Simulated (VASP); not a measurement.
# GaN in VASP: how settings move the PBE single point

Aim: see what changed inputs do to the PBE single point of GaN (wurtzite), under +3.0 % equal strain in all directions.

Program: VASP 6.6.1. PAW datasets, plane waves. Spin-unpolarised throughout; all numbers are computed.

### Step 1. The system as given

The cell comes from an earlier relaxation with r2SCAN in another program, then strained, with the atoms relaxed again.

Space group P6_3mc (No. 186), hexagonal; a = 3.279 Å, c = 5.339 Å in the conventional setting, 12.43 Å³ an atom. Ga has 4 N at 2.00–2.01 Å; N has 4 Ga at 2.00–2.01 Å.

Structure file:

```
CELL_PARAMETERS angstrom
3.27864 0.00000 0.00000
-1.63932 2.83939 0.00000
0.00000 0.00000 5.33913
ATOMIC_POSITIONS crystal
Ga 0.33333 0.66667 0.99898
Ga 0.66667 0.33333 0.49898
N 0.33333 0.66667 0.37602
N 0.66667 0.33333 0.87602
```

### Step 2. Reference

File INCAR:

```
ENCUT = 520.000000
SIGMA = 0.020000
EDIFF = 1.00e-07
GGA = PE
PREC = Accurate
IBRION = -1
ISIF = 2
ISMEAR = -1
NBANDS = 26
NELM = 120
NSW = 0
LASPH = .TRUE.
LCHARG = .FALSE.
LWAVE = .FALSE.
LREAL = .FALSE.
```

File KPOINTS:

```
KPOINTS created by Atomic Simulation Environment
0
Gamma
12 12 6
0 0 0
```

File POSCAR:

```
Ga N
 1.0000000000000000
     3.2786438574172023    0.0000000000000000    0.0000000000000000
    -1.6393219287086012    2.8393888704851022    0.0000000000000000
     0.0000000000000000    0.0000000000000000    5.3391339861000002
 Ga  N
   2   2
Cartesian
 -0.0000000000000001  1.8929259136567347 -0.0054203828648745
  1.6393219287086009  0.9464629568283673  2.6641466101851257
 -0.0000000000000001  1.8929259136567347  2.0075956276523739
  1.6393219287086009  0.9464629568283673  4.6771626207023749
```

A file KPOINTS_OPT adds named points for the levels; it doesn't enter the self-consistent loop.

Potentials: the recommended PBE PAW datasets, 36 valence electrons.

Command:

```console
$ mpirun -np 1 vasp_std
```

The closing lines of the self-consistent loop in OSZICAR:

```text
DAV:  14    -0.242577311839E+02    0.47089E-05   -0.55972E-05  5810   0.829E-02    0.372E-02
DAV:  15    -0.242577312203E+02   -0.36365E-07   -0.67464E-06  4354   0.203E-02    0.213E-02
DAV:  16    -0.242577312003E+02    0.19948E-07   -0.55011E-07  4926   0.463E-03
   1 F= -.24257731E+02 E0= -.24257731E+02  d E =-.353230E-11
```

Run time: 52 s. Hardware: 1 MPI rank of Intel Xeon Platinum 8488C, shared host; peak memory 0.26 GiB.

It gives: energy (σ→0) -24.2577 eV, pressure -8.19 GPa, gap on the mesh 1.35 eV.

### Step 3. Try 1

File INCAR:

```
ENCUT = 520.000000
EDIFF = 1.00e-07
GGA = PE
PREC = Accurate
IBRION = -1
ISIF = 2
NBANDS = 26
NELM = 120
NSW = 0
LASPH = .TRUE.
LCHARG = .FALSE.
LWAVE = .FALSE.
LREAL = .FALSE.
NELECT = 35
ISMEAR = -5
SIGMA = 0.1
```

KPOINTS is that of step 2.

POSCAR is that of step 2.

Command:

```console
$ mpirun -np 1 vasp_std
```

Printed to the terminal (iteration lines stand in OSZICAR):

```text
POSCAR found type information on POSCAR GaN
 POSCAR found :  2 types and       4 ions
 LDA part: xc-table for (Slater+PW92), standard interpolation
 POSCAR, INCAR and KPOINTS ok, starting setup
 FFT: planning ... GRIDC
 FFT: planning ... GRID_SOFT
 FFT: planning ... GRID
 WAVECAR not read
 entering main loop
 the old and the new charge density differ
    0.766E+00
 -----------------------------------------------------------------------------
|                                                                             |
|           W    W    AA    RRRRR   N    N  II  N    N   GGGG   !!!           |
|           W    W   A  A   R    R  NN   N  II  NN   N  G    G  !!!           |
|           W    W  A    A  R    R  N N  N  II  N N  N  G       !!!           |
|           W WW W  AAAAAA  RRRRR   N  N N  II  N  N N  G  GGG   !            |
|           WW  WW  A    A  R   R   N   NN  II  N   NN  G    G                |
|           W    W  A    A  R    R  N    N  II  N    N   GGGG   !!!           |
|                                                                             |
|     Tetrahedron method does not include variations of the Fermi             |
|     occupations, so forces and stress will be inaccurate. We suggest        |
|     using a different smearing scheme ISMEAR = 1 or 2 for metals in         |
|     relaxations.                                                            |
|                                                                             |
 -----------------------------------------------------------------------------
```

OSZICAR:

```text
N       E                     dE             d eps       ncg     rms          rms(c)
DAV:   1     0.259560494837E+03    0.25956E+03   -0.16664E+04  4282   0.237E+03
DAV:   2     0.476596390619E+01   -0.25479E+03   -0.24043E+03  4304   0.469E+02
DAV:   3    -0.284018805830E+02   -0.33168E+02   -0.32355E+02  4822   0.136E+02
DAV:   4    -0.295655048313E+02   -0.11636E+01   -0.11560E+01  4640   0.276E+01
DAV:   5    -0.295925104604E+02   -0.27006E-01   -0.26962E-01  4930   0.398E+00    0.766E+00
DAV:   6    -0.279172166421E+02    0.16753E+01   -0.41108E+00  6214   0.383E+01    0.245E+00
DAV:   7    -0.279513633498E+02   -0.34147E-01   -0.71425E-01  4228   0.612E+00    0.197E+00
DAV:   8    -0.279464257102E+02    0.49376E-02   -0.57052E-02  5436   0.362E+00    0.426E-01
DAV:   9    -0.279411949183E+02    0.52308E-02   -0.21972E-02  6244   0.266E+00    0.177E-01
DAV:  10    -0.279414949914E+02   -0.30007E-03   -0.15791E-03  4206   0.313E-01    0.690E-02
DAV:  11    -0.279416106064E+02   -0.11561E-03   -0.19513E-04  4198   0.160E-01    0.201E-02
DAV:  12    -0.279416073127E+02    0.32937E-05   -0.39157E-05  5566   0.433E-02    0.973E-03
DAV:  13    -0.279416082283E+02   -0.91564E-06   -0.54756E-06  4170   0.162E-02    0.634E-03
DAV:  14    -0.279416077302E+02    0.49813E-06   -0.87691E-07  4196   0.786E-03    0.188E-03
DAV:  15    -0.279416076445E+02    0.85678E-07   -0.23698E-07  4034   0.288E-03
   1 F= -.27941608E+02 E0= -.27941608E+02  d E =0.000000E+00
```

OUTCAR, selected sections:

```text
k-points           NKPTS =     76   k-points in BZ     NKDIM =     76   number of bands    NBANDS=     26

   NELECT =      35.0000    total number of electrons

   dimension x,y,z NGX =    24 NGY =   24 NGZ =   40
   dimension x,y,z NGXF=    48 NGYF=   48 NGZF=   80

  energy-cutoff  :      520.00
  volume of cell :       49.70
      direct lattice vectors                 reciprocal lattice vectors
     3.278643857  0.000000000  0.000000000     0.305004155  0.176094231  0.000000000
    -1.639321929  2.839388870  0.000000000     0.000000000  0.352188462  0.000000000
     0.000000000  0.000000000  5.339133986     0.000000000  0.000000000  0.187296292

 k-points in reciprocal lattice and weights: KPOINTS created by Atomic Simulation Env
   0.00000000  0.00000000  0.00000000       0.001
   0.08333333  0.00000000  0.00000000       0.007
   0.16666667  0.00000000  0.00000000       0.007
   0.25000000  0.00000000  0.00000000       0.007
   0.33333333  0.00000000  0.00000000       0.007
   0.41666667  0.00000000  0.00000000       0.007
   0.50000000  0.00000000  0.00000000       0.003
   0.08333333  0.08333333  0.00000000       0.007
[... 68 more k-points ...]

 E-fermi :   3.1433

 k-point     1 :       0.0000    0.0000    0.0000
  band No.  band energies     occupation
      1     -11.1370      2.00000
      2     -10.4964      2.00000
      3      -9.0292      2.00000
      4      -9.0230      2.00000
      5      -9.0230      2.00000
      6      -8.9753      2.00000
      7      -8.9753      2.00000
      8      -8.8157      2.00000
      9      -8.8157      2.00000
     10      -8.7421      2.00000
     11      -8.7421      2.00000
     12      -7.6456      2.00000
     13      -2.0930      2.00000
     14       3.0637      2.00000
     15       3.0637      2.00000
     16       3.9109     -0.50070
     17       3.9150      0.00000
     18       3.9150      0.00000
     19       5.7863      0.00000
     20       8.2295      0.00000
     21      13.0093      0.00000
     22      14.1058      0.00000
     23      14.1058      0.00000
     24      14.8091      0.00000
     25      15.6545      0.00000
     26      15.6545      0.00000

 k-point     2 :       0.0833    0.0000    0.0000
  band No.  band energies     occupation
      1     -11.0851      2.00000
      2     -10.4842      2.00000
      3      -9.0243      2.00000
      4      -9.0151      2.00000
      5      -8.9959      2.00000
      6      -8.9681      2.00000
      7      -8.9649      2.00000
      8      -8.8197      2.00000
      9      -8.8162      2.00000
     10      -8.7498      2.00000
     11      -8.7409      2.00000
     12      -7.6059      2.00000
     13      -2.0091      2.00000
     14       2.6358      2.00000
     15       2.9482      2.00000
     16       3.3464      0.55408
     17       3.8564      0.00000
     18       3.8629      0.00000
     19       6.3233      0.00000
     20       8.6061      0.00000
     21      12.9117      0.00000
     22      13.6320      0.00000
     23      14.2557      0.00000
     24      14.8804      0.00000
     25      15.3274      0.00000
     26      15.7814      0.00000

[... the tables of k-points 3 to 76 left out ...]

  Total      -11.7362202    -11.7362202    -11.7950624      0.0000000      0.0000000      0.0000000
  in kB     -378.3109341   -378.3109341   -380.2076802      0.0000000      0.0000000      0.0000000
  external PRESSURE =    -378.9431828 kB  Pullay stress =       0.0000000 kB

 POSITION                                       TOTAL-FORCE (eV/Angst)
 -----------------------------------------------------------------------------------
      0.00000      1.89293      5.33371        -0.000000     -0.000000      0.076685
      1.63932      0.94646      2.66415         0.000000      0.000000      0.076685
      0.00000      1.89293      2.00760        -0.000000     -0.000000     -0.076685
      1.63932      0.94646      4.67716         0.000000      0.000000     -0.076685
 -----------------------------------------------------------------------------------
    total drift:                               -0.000000     -0.000001      0.000841

  FREE ENERGIE OF THE ION-ELECTRON SYSTEM (eV)
  ---------------------------------------------------
  free  energy   TOTEN  =       -27.9416076445 eV

  energy  without entropy=      -27.9416076445  energy(sigma->0) =      -27.94160764
```

It took 48 s on 1 MPI rank of Intel Xeon Platinum 8488C, shared host; peak memory 0.22 GiB.

Changed: NELECT = 35, ISMEAR = -5, SIGMA = 0.1. VASP runs to the end. Its total energy is on another scale than the reference's; the pressure goes from -8.2 to -37.9 GPa. The pressure of a charged cell depends on the background and is no physical response. The cell is charged, with a uniform background to balance it.

### Step 4. Try 2

File INCAR:

```
ENCUT = 520.000000
EDIFF = 1.00e-07
GGA = PE
PREC = Accurate
IBRION = -1
ISIF = 2
NBANDS = 26
NELM = 120
NSW = 0
LASPH = .TRUE.
LCHARG = .FALSE.
LWAVE = .FALSE.
LREAL = .FALSE.
ISMEAR = 0
SIGMA = 0.05
```

KPOINTS is that of step 2.

POSCAR is that of step 2.

Command:

```console
$ mpirun -np 1 vasp_std
```

Printed to the terminal (iteration lines stand in OSZICAR):

```text
POSCAR found type information on POSCAR GaN
 POSCAR found :  2 types and       4 ions
 LDA part: xc-table for (Slater+PW92), standard interpolation
 POSCAR, INCAR and KPOINTS ok, starting setup
 FFT: planning ... GRIDC
 FFT: planning ... GRID_SOFT
 FFT: planning ... GRID
 WAVECAR not read
 entering main loop
```

OSZICAR:

```text
N       E                     dE             d eps       ncg     rms          rms(c)
DAV:   1     0.279742658618E+03    0.27974E+03   -0.17670E+04  4282   0.250E+03
DAV:   2     0.908899344955E+01   -0.27065E+03   -0.25510E+03  4304   0.486E+02
DAV:   3    -0.267625323195E+02   -0.35852E+02   -0.35309E+02  4822   0.142E+02
DAV:   4    -0.279971068278E+02   -0.12346E+01   -0.12289E+01  4640   0.287E+01
DAV:   5    -0.280253453736E+02   -0.28239E-01   -0.28209E-01  4930   0.412E+00    0.105E+01
DAV:   6    -0.242025119721E+02    0.38228E+01   -0.10212E+01  6500   0.461E+01    0.313E+00
DAV:   7    -0.242763677985E+02   -0.73856E-01   -0.12303E+00  4214   0.908E+00    0.263E+00
DAV:   8    -0.242720205663E+02    0.43472E-02   -0.17816E-01  6474   0.443E+00    0.939E-01
DAV:   9    -0.242572963926E+02    0.14724E-01   -0.41243E-02  6038   0.322E+00    0.437E-01
DAV:  10    -0.242577309222E+02   -0.43453E-03   -0.76817E-03  4164   0.500E-01    0.117E-01
DAV:  11    -0.242577417406E+02   -0.10818E-04   -0.20709E-04  6308   0.270E-01    0.696E-02
DAV:  12    -0.242577384924E+02    0.32483E-05   -0.44700E-05  4252   0.480E-02    0.619E-02
DAV:  13    -0.242577358928E+02    0.25995E-05   -0.24654E-06  5094   0.140E-02    0.385E-02
DAV:  14    -0.242577311839E+02    0.47089E-05   -0.55972E-05  5810   0.829E-02    0.372E-02
DAV:  15    -0.242577312202E+02   -0.36310E-07   -0.67464E-06  4354   0.203E-02    0.213E-02
DAV:  16    -0.242577312003E+02    0.19876E-07   -0.55011E-07  4926   0.463E-03
   1 F= -.24257731E+02 E0= -.24257731E+02  d E =-.223321E-11
```

Parts of OUTCAR:

```text
k-points           NKPTS =     76   k-points in BZ     NKDIM =     76   number of bands    NBANDS=     26

   NELECT =      36.0000    total number of electrons

   dimension x,y,z NGX =    24 NGY =   24 NGZ =   40
   dimension x,y,z NGXF=    48 NGYF=   48 NGZF=   80

  energy-cutoff  :      520.00
  volume of cell :       49.70
      direct lattice vectors                 reciprocal lattice vectors
     3.278643857  0.000000000  0.000000000     0.305004155  0.176094231  0.000000000
    -1.639321929  2.839388870  0.000000000     0.000000000  0.352188462  0.000000000
     0.000000000  0.000000000  5.339133986     0.000000000  0.000000000  0.187296292

 k-points in reciprocal lattice and weights: KPOINTS created by Atomic Simulation Env
   0.00000000  0.00000000  0.00000000       0.001
   0.08333333  0.00000000  0.00000000       0.007
   0.16666667  0.00000000  0.00000000       0.007
   0.25000000  0.00000000  0.00000000       0.007
   0.33333333  0.00000000  0.00000000       0.007
   0.41666667  0.00000000  0.00000000       0.007
   0.50000000  0.00000000  0.00000000       0.003
   0.08333333  0.08333333  0.00000000       0.007
[... 68 more k-points ...]

 E-fermi :   4.6500

 k-point     1 :       0.0000    0.0000    0.0000
  band No.  band energies     occupation
      1     -10.8502      2.00000
      2     -10.2159      2.00000
      3      -8.9586      2.00000
      4      -8.9462      2.00000
      5      -8.9462      2.00000
      6      -8.8997      2.00000
      7      -8.8997      2.00000
      8      -8.7550      2.00000
      9      -8.7550      2.00000
     10      -8.6784      2.00000
     11      -8.6784      2.00000
     12      -7.4197      2.00000
     13      -2.0719      2.00000
     14       3.5111      2.00000
     15       3.5111      2.00000
     16       4.4182      2.00000
     17       4.4427      2.00000
     18       4.4427      2.00000
     19       5.7925      0.00000
     20       8.1503      0.00000
     21      13.1505      0.00000
     22      13.8554      0.00000
     23      13.8554      0.00000
     24      14.6029      0.00000
     25      15.5187      0.00000
     26      15.5187      0.00000

 k-point     2 :       0.0833    0.0000    0.0000
  band No.  band energies     occupation
      1     -10.7943      2.00000
      2     -10.2041      2.00000
      3      -8.9534      2.00000
      4      -8.9384      2.00000
      5      -8.9199      2.00000
      6      -8.8932      2.00000
      7      -8.8891      2.00000
      8      -8.7593      2.00000
      9      -8.7555      2.00000
     10      -8.6867      2.00000
     11      -8.6772      2.00000
     12      -7.3748      2.00000
     13      -1.9828      2.00000
     14       3.0170      2.00000
     15       3.3810      2.00000
     16       3.7560      2.00000
     17       4.3584      2.00000
     18       4.3863      2.00000
     19       6.4374      0.00000
     20       8.5807      0.00000
     21      13.0025      0.00000
     22      13.3872      0.00000
     23      14.0179      0.00000
     24      14.6811      0.00000
     25      15.1845      0.00000
     26      15.6581      0.00000

[... the tables of k-points 3 to 76 left out ...]

  Total       -2.5558210     -2.5558210     -2.5144673      0.0000000     -0.0000000      0.0000000
  in kB      -82.3855549    -82.3855549    -81.0525414      0.0000000     -0.0000000      0.0000000
  external PRESSURE =     -81.9412171 kB  Pullay stress =       0.0000000 kB

 POSITION                                       TOTAL-FORCE (eV/Angst)
 -----------------------------------------------------------------------------------
      0.00000      1.89293      5.33371         0.000000     -0.000000      0.003905
      1.63932      0.94646      2.66415        -0.000000      0.000000      0.003905
      0.00000      1.89293      2.00760        -0.000000     -0.000000     -0.003905
      1.63932      0.94646      4.67716         0.000000      0.000000     -0.003905
 -----------------------------------------------------------------------------------
    total drift:                               -0.000001     -0.000001      0.001017

  FREE ENERGIE OF THE ION-ELECTRON SYSTEM (eV)
  ---------------------------------------------------
  free  energy   TOTEN  =       -24.2577312003 eV

  energy  without entropy=      -24.2577312003  energy(sigma->0) =      -24.25773120
```

Run time: 59 s. Hardware: 1 MPI rank of Intel Xeon Platinum 8488C, shared host; peak memory 0.21 GiB.

Changed: ISMEAR = 0, SIGMA = 0.05. The run ends normally. Against the reference the energy moves by less than 0.1 meV/atom.

### Step 5. All runs together

| run | changed | ending | energy change (meV/atom) | pressure (GPa) | gap on the mesh (eV; negative: overlap) | electronic steps | time | usable |
| --- | --- | --- | --- | --- | --- | --- | --- | --- |
| ref. | – | converged | 0 | -8.2 | 1.35 | 16 | 52 s | yes |
| 1 | NELECT = 35, ISMEAR = -5, SIGMA = 0.1 | converged | – | -37.9 | – | 15 | 48 s | no |
| 2 | ISMEAR = 0, SIGMA = 0.05 | converged | 0.0 | -8.2 | 1.35 | 16 | 59 s | yes |

Of 2 altered inputs, 1 ended normally on a faulty or unsound input, 1 gave usable results.
